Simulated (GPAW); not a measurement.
Here is a GPAW 26.7.0 calculation.

run.py

```python
from ase.dft.bandgap import bandgap
from ase.io import read, write
from ase.units import GPa
from gpaw import GPAW, PW, setup_paths

setup_paths.insert(0, '.')

atoms = read('POSCAR')

calc = GPAW(mode=PW(450),
            xc='PBE',
            kpts={'size': (6, 6, 6), 'gamma': True},
            occupations={'name': 'fermi-dirac', 'width': 0.01},
            nbands=19,
            convergence={'density': 1e-05, 'energy': 1e-05},
            maxiter=150,
            txt='gpaw.txt')
atoms.calc = calc
energy = atoms.get_potential_energy()
forces = atoms.get_forces()
stress = atoms.get_stress()
calc.write('gs.gpw')
write('result.traj', atoms)
print(f'Energy: {energy:.6f} eV')
print('Forces (eV/A):')
print(forces.round(4))
print('Stress (GPa):', (stress / GPa).round(3))
print('Fermi level:', round(calc.get_fermi_level(), 4), 'eV')
print(f'Gap: {bandgap(calc)[0]:.4f} eV, direct: {bandgap(calc, direct=True)[0]:.4f} eV')
```

Contents of POSCAR:

```
SnTe
1.0
    0.0000000000      3.1508500000      3.1508500000
    3.1508500000      0.0000000000      3.1508500000
    3.1508500000      3.1508500000      0.0000000000
Te Sn
1 1
Direct
    0.5000000000      0.5000000000      0.5000000000
    0.0000000000      0.0000000000      0.0000000000
```

Potentials or basis: PAW data sets generated in the run's folder for this functional, pw.

Launch:

```sh
$ gpaw-setup -f PBE Sn Te
$ OMP_NUM_THREADS=1 python run.py
```

Q: Predict the pressure.

A: 1.1 GPa.

Q: What does it give for the band gap on the k mesh?

A: 0.11 eV, direct.

Caveat: the cutoff is short for stress and forces, so pressures can be off by a GPa or more; spin-orbit coupling is left out, which moves the levels of the heavy elements.

**Measured values to compare with.**

A printed reference work, textbook reports, for a bulk crystal of SnTe at 300 K: band gap 0.18 eV (direct).

Measured gap of SnTe: 0.18 eV (direct; 300 K; a printed reference work, textbook). This calculation gives 0.11 eV (-0.07 eV). Spin-orbit coupling on Sn, Te is left out. The value is that of PBE on a finite k mesh, which can miss the band edges, without temperature or zero-point motion. Semilocal functionals fall short of measured gaps as a rule.
